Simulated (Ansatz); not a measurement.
Crystal: HfO2.

```
Hf O
1.0
     3.55802    0.00000    0.00000
     0.00000    3.55802    0.00000
     0.00000    0.00000    5.17186
Hf O
2 4
Direct
  0.00000 0.00000 0.00000
  0.50000 0.50000 0.50000
  0.00000 0.50000 0.19721
  0.50000 0.00000 0.30279
  0.50000 0.00000 0.80279
  0.00000 0.50000 0.69721
```

Measurements of this composition are mostly on another form, of space group No. 14.

```yaml
Program: Ansatz 0.2.0
Task: relaxation of cell and atoms
Functional: PBE
Potentials_or_basis: Ansatz PAW
Cutoff: "420 eV (not typed: the program's choice for these potentials)"
k_mesh: 8 × 8 × 5
Occupations: fermi-dirac, width 0.05 eV
Spin: no spin polarisation
Hubbard_terms: Hf d U = 4 eV
```

At the start: volume 10.91 Å³/atom.

Where does the relaxation end?

It ends after 9 steps and the volume is 11.54 Å³/atom (+5.8 %); space group P4_2/nmc (No. 137, to 0.05 Å).

The path:
```
step  energy change (eV)  largest force (eV/Å)  volume (Å³)
   1              0.0000                0.4216        65.47
   2             -0.1646                0.0538        70.30
   3             -0.1761                0.0776        69.54
   4             -0.1821                0.0259        69.25
   5             -0.1837                0.0036        69.06
   6             -0.1837                0.0001        69.07
   7             -0.2075                0.0027        69.07
   8             -0.2069                0.0000        69.26
   9             -0.2080                0.0001        69.26
```

Final structure:
```
CELL_PARAMETERS angstrom
3.63280 0.00000 0.00000
0.00000 3.63280 0.00000
0.00000 0.00000 5.24828
ATOMIC_POSITIONS crystal
Hf 0.00000 0.00000 0.00000
Hf 0.50000 0.50000 0.50000
O 0.00000 0.50000 0.20341
O 0.50000 0.00000 0.29659
O 0.50000 0.00000 0.79659
O 0.00000 0.50000 0.70341
```

Caveat: the plane-wave basis is chosen anew once the cell has moved, so the energies of steps on either side of that aren't comparable; the pressure holds a Pulay correction of +0.8 GPa for the finite cutoff.
